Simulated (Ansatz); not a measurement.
Write the native input for Ansatz 0.2.0 that does the following.

```yaml
Task: ladder of functionals
Functional: LDA
Potentials_or_basis: JTH PAW LDA
Cutoff: 1800 eV
Density_cutoff: 9000 eV
k_mesh: 14 × 14 × 14
Occupations: cold, width 0.01 eV
Spin: no spin polarisation
```

Bi:

```
Bi
1.0
    -1.98143    1.98143    1.98143
     1.98143   -1.98143    1.98143
     1.98143    1.98143   -1.98143
Bi
1
Direct
  0.00000 0.00000 0.00000
```

This isn't the form of Bi at room conditions, which is rhombohedral.

These files were run (other wordings do the same):

input.yaml

```yaml
crystal:
  lattice:
    - [-1.9814305318, 1.9814305318, 1.9814305318]
    - [1.9814305318, -1.9814305318, 1.9814305318]
    - [1.9814305318, 1.9814305318, -1.9814305318]
  atoms:
    - { symbol: Bi, position: [0.0, 0.0, 0.0] }
hamiltonian:
  xc: lda
  pseudopotentials: { kind: paw, xc_functional: lda, accuracy: standard }
kpoints:
  mp_grid: { grid: [14, 14, 14] }
scf:
  occupations: { method: cold, width: 0.01 }
  algorithm: density_mixing
output:
  forces: true
  stress: true
  eigenvalues: true
  xc_energy_on_converged_density: [pbe, pbesol, rpbe, revpbe, blyp, r2scan]
```

Potentials or basis: JTH PAW LDA.

Launch:

```bash
$ ansatz run input.yaml --threads 1 --pin off --max-ram 2560MiB --backend cpu --events-out ev --progress --plain --runs-dir out
```

It gave:

```json
{
 "Pressure": "-3.4 GPa",
 "Band gap on the k mesh": "none (metal or under the smearing width)"
}
```

Caveat: spin-orbit coupling is left out, which moves the levels of the heavy elements.

Wall time 11 s on 1 thread of Arm Neoverse V2, on a shared host, peak memory 0.61 GiB.
